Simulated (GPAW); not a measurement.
Crystal: BeTe.

```
CELL_PARAMETERS angstrom
0.00000 2.77000 2.77000
2.77000 0.00000 2.77000
2.77000 2.77000 0.00000
ATOMIC_POSITIONS crystal
Te 0.75000 0.75000 0.75000
Be 0.00000 0.00000 0.00000
```

- Program: GPAW 26.7.0
- Task: relaxation of cell and atoms
- Functional: BLYP
- Potentials or basis: PAW data sets generated in the run's folder for this functional
- Cutoff: 800 eV
- Basis: pw
- k mesh: 8 × 8 × 8
- Occupations: fermi-dirac, width 0.05 eV
- Spin: no spin polarisation

At the start: pressure 6.9 GPa; volume 21.25 Å³/atom.

Q: How do energy, volume and symmetry change on relaxing?

A: Over 4 steps the energy falls by 48.1 meV/atom and the volume is 23.67 Å³/atom (+11.4 %); space group F-43m (No. 216, to 0.05 Å).

The path:
| step | energy change (eV) | largest force (eV/Å) | pressure (GPa) | volume (Å³) |
| --- | --- | --- | --- | --- |
| 1 | 0.0000 | 0.0000 | 6.93 | 42.51 |
| 2 | -0.0326 | 0.0000 | 5.45 | 43.35 |
| 3 | -0.0957 | 0.0000 | 0.46 | 46.96 |
| 4 | -0.0963 | 0.0000 | 0.04 | 47.34 |

Final structure:
```yaml
crystal:
  lattice:
    - [0.00000, 2.87132, 2.87132]
    - [2.87132, 0.00000, 2.87132]
    - [2.87132, 2.87132, 0.00000]
  atoms:
    - { symbol: Te, position: [0.75000, 0.75000, 0.75000] }
    - { symbol: Be, position: [0.00000, 0.00000, 0.00000] }
```

Caveat: later steps reuse the first step's grids; the volume moved by +11 % from the deposited cell, more than functionals usually miss.
